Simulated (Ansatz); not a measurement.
# TiB2 (P6/mmm) in Ansatz: equation of state

How stiff is TiB2 in PBEsol, and what volume does it want? The cell is scaled to several volumes.

Program: Ansatz 0.2.0. These are calculated values, not measurements. Logs are shortened: lines on timing, memory, paths and dates and some standing lists are left out, and cuts for length are marked.

## (1) Starting point

Symmetry: P6/mmm, No. 191, hexagonal system. Conventional cell: a = 3.029 Å, b = 3.029 Å, c = 3.228 Å, α = 90.00°, β = 90.00°, γ = 120.00°. Ti (site symmetry 6/mmm) is surrounded by 12 B at 2.38 Å. Around B (site symmetry -6m2) lie 3 B at 1.75 Å.

## (2) Equation of state, PBEsol

Potentials or basis: all-electron LAPW, scalar-relativistic.

No new run: the results of the series are fitted here.

Results:

* Equilibrium volume: 8.38 Å³/atom
* Bulk modulus at fixed shape and positions: 267 GPa
* Pressure derivative of the bulk modulus: 3.8

Energy against volume, from the lowest point:
```
volume (Å³/atom)  energy (meV/atom)
           8.039              12.68
           8.210               3.12
           8.381               0.00
           8.552               2.71
           8.723              10.70
           8.894              23.48
           9.065              40.59
```

Caveat: the cell was scaled at fixed shape and fractional positions, which overstates the stiffness of a crystal with free parameters, most of all of layers and chains.
